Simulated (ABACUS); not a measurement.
# ZnS (Wurtzite-4H) (P6_3mc) in ABACUS: a series of runs

The runs below take ZnS (Wurtzite-4H) through equation of state, with PBEsol.

All numbers are computed with ABACUS 3.10.1; they aren't measurements. Logs are shortened: lines on timing, memory, paths and dates and some standing lists are left out, and cuts for length are marked.

### 1 Starting point

Symmetry: P6_3mc, No. 186, hexagonal system. The conventional cell has a = 3.823 Å, b = 3.823 Å, c = 12.520 Å, α = 90.00°, β = 90.00°, γ = 120.00°. Zn (site symmetry 3m) has 4 S at 2.34 to 2.35 Å as nearest neighbours. Zn (site symmetry 3m) has 4 S at 2.34 to 2.35 Å as nearest neighbours. Around S (site symmetry 3m) lie 4 Zn at 2.34 to 2.35 Å. S (site symmetry 3m) is surrounded by 4 Zn at 2.34 to 2.35 Å.

### 2 Equation of state, PBEsol, 18.62 Å³/atom (volume scaled by 0.94)

Contents of run_abacus.py:

```python
"""ABACUS run from a structure file: ASE reads it, the script writes STRU, KPT and INPUT."""
import re
import subprocess
from ase.io import read
from ase.units import Bohr

atoms = read("POSCAR")
atoms = atoms[(-atoms.numbers).argsort(kind="stable")]  # ABACUS lists atoms element by element
pseudo = {'Zn': 'Zn_ONCV_PBE-1.2.upf', 'S': 'S_ONCV_PBE-1.2.upf'}
orbital = {'Zn': 'Zn_confined-atom_7au_3s2p2d1f.orb', 'S': 'S_confined-atom_7au_2s2p1d.orb'}
magmoms = None
kmesh = [6, 6, 2]
params = {
    'suffix': 'ZnS',
    'calculation': 'scf',
    'basis_type': 'lcao',
    'pseudo_dir': './',
    'orbital_dir': './',
    'symmetry': 1,
    'dft_functional': 'pbesol',
    'ecutwfc': 100,
    'pseudo_rcut': 7,
    'nspin': 1,
    'nbands': 63,
    'ks_solver': 'genelpa',
    'smearing_method': 'fd',
    'smearing_sigma': 0.00367493,
    'scf_thr': 1e-07,
    'scf_nmax': 100,
    'mixing_type': 'broyden',
    'mixing_beta': 0.7,
    'cal_force': 1,
    'cal_stress': 1,
    'out_mul': 1,
}

symbols = atoms.get_chemical_symbols()
elements = list(dict.fromkeys(symbols))
lines = ["ATOMIC_SPECIES"] + [f"{e} {atoms.get_masses()[symbols.index(e)]:.4f} {pseudo[e]}" for e in elements]
if orbital:
    lines += ["", "NUMERICAL_ORBITAL"] + [orbital[e] for e in elements]
lines += ["", "LATTICE_CONSTANT", f"{1 / Bohr:.10f}", "", "LATTICE_VECTORS"]
lines += [" ".join(f"{x:.10f}" for x in v) for v in atoms.cell]
lines += ["", "ATOMIC_POSITIONS", "Direct"]
for e in elements:
    lines += ["", e, "0.0", str(symbols.count(e))]
    for i, p in enumerate(atoms.get_scaled_positions(wrap=False)):
        if symbols[i] == e:
            mag = "" if magmoms is None else " mag " + " ".join(str(x) for x in (magmoms[i] if isinstance(magmoms[i], list) else [magmoms[i]]))
            lines.append(" ".join(f"{x:.10f}" for x in p) + " 1 1 1" + mag)
open("STRU", "w").write("\n".join(lines) + "\n")
open("KPT", "w").write("K_POINTS\n0\nGamma\n%d %d %d 0 0 0\n" % tuple(kmesh))
open("INPUT", "w").write("INPUT_PARAMETERS\n" + "".join(f"{k:<20s}{v}\n" for k, v in params.items()))

done = subprocess.run(['mpirun', '-np', '4', 'abacus'])
if done.returncode:
    raise SystemExit(done.returncode)
log = open("OUT.ZnS/running_scf.log").read()
print("final energy (eV):", re.findall(r"FINAL_ETOT_IS (\S+)", log))
```

Contents of POSCAR:

```
ZnS
1.0
    3.7446638178      0.0000000000      0.0000000000
   -1.8723319089      3.2429739948      0.0000000000
    0.0000000000      0.0000000000     12.2644180811
Zn S
4 4
Direct
    0.6666666667      0.3333333333      0.7500000000
    0.3333333333      0.6666666667      0.2500000000
    0.0000000000      0.0000000000      0.5000000000
    0.0000000000      0.0000000000      0.0000000000
    0.6666666667      0.3333333333      0.9375000000
    0.3333333333      0.6666666667      0.4375000000
    0.0000000000      0.0000000000      0.6875000000
    0.0000000000      0.0000000000      0.1875000000
```

Potentials or basis: SG15 ONCV 1.2 PBE, DZP LCAO (the cutoffs set its grid).

Launch:

```console
> OMP_NUM_THREADS=1 python run_abacus.py > log
```

running log:

```text
ABACUS v3.10.1

               Atomic-orbital Based Ab-initio Computation at UStc

 ------------------------------------------------------------------------------------

 READING GENERAL INFORMATION
                           global_out_dir = OUT.ZnS/
                           global_in_card = INPUT
                               pseudo_dir = ./
                              orbital_dir = ./
                                    DSIZE = 4
                                    GSIZE = 1

 READING UNITCELL INFORMATION
                                    ntype = 2
                  lattice constant (Bohr) = 1.88973
              lattice constant (Angstrom) = 1

 READING ATOM TYPE 1
                               atom label = Zn
                      L=0, number of zeta = 3
                      L=1, number of zeta = 2
                      L=2, number of zeta = 2
                      L=3, number of zeta = 1
             number of atom for this type = 4

 READING ATOM TYPE 2
                               atom label = S
                      L=0, number of zeta = 2
                      L=1, number of zeta = 2
                      L=2, number of zeta = 1
             number of atom for this type = 4

                        TOTAL ATOM NUMBER = 8
DIRECT COORDINATES
    atom                   x                   y                   z     mag                  vx                  vy                  vz
taud_Zn1            0.6666666667        0.3333333333        0.7500000000  0.0000        0.0000000000        0.0000000000        0.0000000000
taud_Zn2            0.3333333333        0.6666666667        0.2500000000  0.0000        0.0000000000        0.0000000000        0.0000000000
taud_Zn3            0.0000000000        0.0000000000        0.5000000000  0.0000        0.0000000000        0.0000000000        0.0000000000
taud_Zn4            0.0000000000        0.0000000000        0.0000000000  0.0000        0.0000000000        0.0000000000        0.0000000000
taud_S1            0.6666666667        0.3333333333        0.9375000000  0.0000        0.0000000000        0.0000000000        0.0000000000
taud_S2            0.3333333333        0.6666666667        0.4375000000  0.0000        0.0000000000        0.0000000000        0.0000000000
taud_S3            0.0000000000        0.0000000000        0.6875000000  0.0000        0.0000000000        0.0000000000        0.0000000000
taud_S4            0.0000000000        0.0000000000        0.1875000000  0.0000        0.0000000000        0.0000000000        0.0000000000

                          Volume (Bohr^3) = 1005.08
                             Volume (A^3) = 148.937

 Lattice vectors: (Cartesian coordinate: in unit of a_0)
             +3.74466                  +0                  +0
             -1.87233            +3.24297                  +0
                   +0                  +0            +12.2644
 Reciprocal vectors: (Cartesian coordinate: in unit of 2 pi/a_0)
            +0.267047           +0.154179                  -0
                   -0           +0.308359                  -0
[... 222 lines left out ...]
                        extended fft grid = [ 11, 11, 23 ]
                dimension of extened grid = [ 32, 32, 122 ]
                            UnitCellTotal = 75
              Atom number in sub-FFT-grid = 7
    Local orbitals number in sub-FFT-grid = 143
                                ParaV.nnr = 108160
                                 init_chg = atomic

 LCAO ALGORITHM --------------- ION=   1  ELEC=   1--------------------------------

 Density error is 0.0431303624773
----------------------------------------------------------
     Energy           Rydberg                 eV
----------------------------------------------------------
 E_KohnSham     -1681.5342746915     -22878.4475181017
 E_Harris       -1703.2889793906     -23174.4354603173
 E_Fermi        0.6839492323         9.3056067021
----------------------------------------------------------
[... 91 lines left out ...]
 Density error is 4.26261128053e-08
----------------------------------------------------------
     Energy           Rydberg                 eV
----------------------------------------------------------
 E_KohnSham     -1681.6919628444     -22880.5929754886
 E_KS(sigma->0) -1681.6919628444     -22880.5929754886
 E_Harris       -1681.6919780090     -22880.5931818135
 E_band         -179.7469147791      -2445.5822389160
 E_one_elec     -1322.3761851688     -17991.8510177984
 E_Hartree      677.4858838193       9217.6683345081
 E_xc           -162.0733276200      -2205.1207494528
 E_Ewald        -874.7283338749      -11901.2895427456
 E_entropy(-TS) -0.0000000000        -0.0000000000
 E_descf        0.0000000000         0.0000000000
 E_exx          0.0000000000         0.0000000000
 E_Fermi        0.6976226608         9.4916432412
----------------------------------------------------------

 charge density convergence is achieved
 final etot is -22880.592975 eV
 EFERMI = 9.4916432412 eV

 STATE ENERGY(eV) AND OCCUPATIONS    NSPIN == 1
 1/14 kpoint (Cartesian) = 0.0000 0.0000 0.0000 (4253 pws)
       1       -116.858      0.0277778
       2       -116.858      0.0277778
       3       -116.852      0.0277778
       4       -116.852      0.0277778
       5       -70.8466      0.0277778
       6       -70.8466      0.0277778
[... 380 lines left out ...]
      62        15.6526    1.02304e-54
      63        16.3899    4.03084e-61

[... levels at 8 further k points ...]

 correction force for each atom along direction 1 is 5.46264e-15
 correction force for each atom along direction 2 is 4.25267e-15
 correction force for each atom along direction 3 is 9.85185e-06
------------------------------------------------------------------------------------------
 TOTAL-FORCE (eV/Angstrom)
------------------------------------------------------------------------------------------
                       Zn1         0.0000000000         0.0000000000         0.0191068399
                       Zn2         0.0000000000         0.0000000000         0.0191068399
                       Zn3         0.0000000000         0.0000000000         0.0442672949
                       Zn4         0.0000000000         0.0000000000         0.0442672949
                        S1         0.0000000000         0.0000000000        -0.0027588456
                        S2         0.0000000000         0.0000000000        -0.0027588456
                        S3         0.0000000000         0.0000000000        -0.0606152892
                        S4         0.0000000000         0.0000000000        -0.0606152892
------------------------------------------------------------------------------------------

----------------------------------------------------------------
 TOTAL-STRESS (KBAR)
----------------------------------------------------------------
        46.1077728427         0.0000000000         0.0000000000
         0.0000000000        46.1077728440         0.0000000000
         0.0000000000         0.0000000000        44.0569717535
----------------------------------------------------------------
 TOTAL-PRESSURE: 45.424172 KBAR

 --------------------------------------------
 !FINAL_ETOT_IS -22880.5929754886492447 eV
 --------------------------------------------
```

INPUT:

```text
INPUT_PARAMETERS
suffix              ZnS
calculation         scf
basis_type          lcao
pseudo_dir          ./
orbital_dir         ./
symmetry            1
dft_functional      pbesol
ecutwfc             100
pseudo_rcut         7
nspin               1
nbands              63
ks_solver           genelpa
smearing_method     fd
smearing_sigma      0.00367493
scf_thr             1e-07
scf_nmax            100
mixing_type         broyden
mixing_beta         0.7
cal_force           1
cal_stress          1
out_mul             1
```

STRU:

```text
ATOMIC_SPECIES
Zn 65.3800 Zn_ONCV_PBE-1.2.upf
S 32.0600 S_ONCV_PBE-1.2.upf

NUMERICAL_ORBITAL
Zn_confined-atom_7au_3s2p2d1f.orb
S_confined-atom_7au_2s2p1d.orb

LATTICE_CONSTANT
1.8897261258

LATTICE_VECTORS
3.7446638178 0.0000000000 0.0000000000
-1.8723319089 3.2429739948 0.0000000000
0.0000000000 0.0000000000 12.2644180811

ATOMIC_POSITIONS
Direct

Zn
0.0
4
0.6666666667 0.3333333333 0.7500000000 1 1 1
0.3333333333 0.6666666667 0.2500000000 1 1 1
0.0000000000 0.0000000000 0.5000000000 1 1 1
0.0000000000 0.0000000000 0.0000000000 1 1 1

S
0.0
4
0.6666666667 0.3333333333 0.9375000000 1 1 1
0.3333333333 0.6666666667 0.4375000000 1 1 1
0.0000000000 0.0000000000 0.6875000000 1 1 1
0.0000000000 0.0000000000 0.1875000000 1 1 1
```

Wall time 17 s (4 MPI ranks of Intel Xeon Platinum 8259CL at 2.50GHz (Skylake/Cascade Lake), shared host); peak memory 0.56 GiB.

What came out:

```yaml
Free_energy: -22880.5930 eV
Pressure: 4.5 GPa
Largest_force: 0.061 eV/Å
Band_gap_on_the_k_mesh: 2.36 eV, direct
Mulliken_charges: Zn +0.10, +0.12; S -0.12, -0.10 e
```

Caveat: the atomic orbitals were generated for these runs and aren't a published set; Mulliken charges move with the basis; the potentials were made for another functional, which shifts forces and pressure; the basis of atomic orbitals isn't converged, which shifts pressures, moduli and gaps.

### 3 Equation of state, PBEsol, 19.41 Å³/atom (volume scaled by 0.98)

run_abacus.py is that of step 2.

Edit POSCAR of step 2 so:

```diff
@@ -2,5 +2,5 @@
 1.0
-    3.7446638178      0.0000000000      0.0000000000
-   -1.8723319089      3.2429739948      0.0000000000
-    0.0000000000      0.0000000000     12.2644180811
+    3.7970435223      0.0000000000      0.0000000000
+   -1.8985217611      3.2883361495      0.0000000000
+    0.0000000000      0.0000000000     12.4359706225
 Zn S
```

Potentials or basis: SG15 ONCV 1.2 PBE, DZP LCAO (the cutoffs set its grid).

Launch:

```console
> OMP_NUM_THREADS=1 python run_abacus.py > log
```

Run time: 16 s. Hardware: 4 MPI ranks of Intel Xeon Platinum 8259CL at 2.50GHz (Skylake/Cascade Lake), shared host; peak memory 0.56 GiB.

Results (log left out):

* Free energy: -22880.6962 eV
* Pressure: 0.8 GPa
* Largest force: 0.050 eV/Å
* Band gap on the k mesh: 2.18 eV, direct
* Mulliken charges: Zn +0.15, +0.16; S -0.17, -0.15 e

Caveat: the atomic orbitals were generated for these runs and aren't a published set; Mulliken charges move with the basis; the potentials were made for another functional, which shifts forces and pressure; the basis of atomic orbitals isn't converged, which shifts pressures, moduli and gaps.

### 4 Equation of state, PBEsol, 20.20 Å³/atom (volume scaled by 1.02)

run_abacus.py is that of step 3.

Edit POSCAR of step 3 so:

```diff
@@ -2,5 +2,5 @@
 1.0
-    3.7970435223      0.0000000000      0.0000000000
-   -1.8985217611      3.2883361495      0.0000000000
-    0.0000000000      0.0000000000     12.4359706225
+    3.8480166318      0.0000000000      0.0000000000
+   -1.9240083159      3.3324801573      0.0000000000
+    0.0000000000      0.0000000000     12.6029163237
 Zn S
```

Launch:

```console
> OMP_NUM_THREADS=1 python run_abacus.py > log
```

Run time: 18 s. Hardware: 4 MPI ranks of Intel Xeon Platinum 8259CL at 2.50GHz (Skylake/Cascade Lake), shared host; peak memory 0.6 GiB.

The run converged. Its results:

```
Free energy            : -22880.6668 eV
Pressure               : -2.2 GPa
Largest force          : 0.042 eV/Å
Band gap on the k mesh : 2.00 eV, direct
Mulliken charges       : Zn +0.20; S -0.21, -0.19 e
```

Caveat: the atomic orbitals were generated for these runs and aren't a published set; Mulliken charges move with the basis; the potentials were made for another functional, which shifts forces and pressure; the basis of atomic orbitals isn't converged, which shifts pressures, moduli and gaps.

### 5 Equation of state, PBEsol, 20.99 Å³/atom (volume scaled by 1.06)

run_abacus.py is that of step 4.

Edit POSCAR of step 4 so:

```diff
@@ -2,5 +2,5 @@
 1.0
-    3.8480166318      0.0000000000      0.0000000000
-   -1.9240083159      3.3324801573      0.0000000000
-    0.0000000000      0.0000000000     12.6029163237
+    3.8976739363      0.0000000000      0.0000000000
+   -1.9488369681      3.3754846444      0.0000000000
+    0.0000000000      0.0000000000     12.7655525367
 Zn S
```

Launch:

```console
> OMP_NUM_THREADS=1 python run_abacus.py > log
```

Wall time 17 s (4 MPI ranks of Intel Xeon Platinum 8259CL at 2.50GHz (Skylake/Cascade Lake), shared host); peak memory 0.6 GiB.

Results (log left out):

* Free energy: -22880.5311 eV
* Pressure: -4.6 GPa
* Largest force: 0.034 eV/Å
* Band gap on the k mesh: 1.84 eV, direct
* Mulliken charges: Zn +0.24, +0.25; S -0.25, -0.23 e

Caveat: the atomic orbitals were generated for these runs and aren't a published set; Mulliken charges move with the basis; the potentials were made for another functional, which shifts forces and pressure; the basis of atomic orbitals isn't converged, which shifts pressures, moduli and gaps.

### 6 Equation of state, PBEsol

Potentials or basis: SG15 ONCV 1.2 PBE, DZP LCAO (the cutoffs set its grid).

No new run: the results of the series are fitted here.

Results:

```yaml
Equilibrium_volume: 19.61 Å³/atom
Bulk_modulus_at_fixed_shape_and_positions: 78 GPa
Pressure_derivative_of_the_bulk_modulus: "4.5 (rough: it moves with the points fitted)"
```

Energy against volume, from the lowest point:
| volume (Å³/atom) | energy (meV/atom) |
| --- | --- |
| 18.617 | 12.90 |
| 19.409 | 0.00 |
| 20.202 | 3.67 |
| 20.994 | 20.64 |

Caveat: the atomic orbitals were generated for these runs and aren't a published set; the cell was scaled at fixed shape and fractional positions, which overstates the stiffness of a crystal with free parameters, most of all of layers and chains; the potentials were made for another functional, which shifts forces and pressure; the basis of atomic orbitals isn't converged, which shifts pressures, moduli and gaps.
